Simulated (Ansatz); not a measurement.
Here are 5 structures of BaS, each relaxed with r2SCAN (Ansatz). Computed values for non-magnetic cells; some structures come from databases, others from prototypes and may be hypothetical.

- CsCl type: the symmetry is Pm-3m (No. 221, cubic); a = 3.834 Å in the conventional setting, 28.17 Å³ an atom. Around Ba lie 8 S at 3.32 Å; around S lie 8 Ba at 3.32 Å.
- h-MgO type: space group P6_3/mmc (No. 194), hexagonal; conventional cell a = 5.384 Å, c = 6.382 Å, 40.06 Å³ an atom. Ba has 5 S at 3.11–3.19 Å; S has 5 Ba at 3.11–3.19 Å.
- NiAs type: the symmetry is P6_3/mmc (No. 194, hexagonal); conventional cell a = 4.442 Å, c = 7.789 Å, 33.28 Å³ an atom. Around Ba lie 6 S at 3.22 Å; around S lie 6 Ba at 3.22 Å.
- rocksalt: it is cubic, Fm-3m (No. 225); a = 6.424 Å in the conventional setting, 33.13 Å³ an atom. Around Ba lie 6 S at 3.21 Å; around S lie 6 Ba at 3.21 Å.
- zincblende: the symmetry is F-43m (No. 216, cubic); conventional cell a = 7.039 Å, 43.59 Å³ an atom. Ba has 4 S at 3.05 Å; S has 4 Ba at 3.05 Å.

Problem. Order them by r2SCAN energy an atom, lowest first.
A. h-MgO type
B. zincblende
C. CsCl type
D. rocksalt
E. NiAs type

Solution. D (0 meV/atom), E (104 meV/atom), A (137 meV/atom), C (190 meV/atom), B (295 meV/atom).

Problem. Does the order change among the functionals that relaxed these cells?

Solution. Not for the lowest cell. PBEsol, LDA, PBE agree on the lowest cell. PBEsol: CsCl type 156, h-MgO type 129, NiAs type 101, rocksalt 0, zincblende 279 meV an atom. LDA: CsCl type 133, h-MgO type 152, NiAs type 101, rocksalt 0, zincblende 319 meV an atom.

Problem. What gaps does HSE06 give on these cells?

Solution. CsCl type: 2.45 i (M → Γ); NiAs type: 3.37 i (Γ → M); rocksalt: 3.14 i (Γ → X); zincblende: 3.64 i (W → Γ) (eV; d direct, i indirect).

Problem. What gaps does PBE give on these cells?

Solution. CsCl type: 1.56 i (M → Γ); h-MgO type: 2.56 i (Γ → K); NiAs type: 2.42 i (Γ → M); rocksalt: 2.23 i (Γ → X); zincblende: 2.75 i (W → Γ) (eV; d direct, i indirect).

The runs are scalar-relativistic, without spin-orbit coupling.

The meshes of the hybrids are coarse, so their gaps aren't converged to the digits shown.
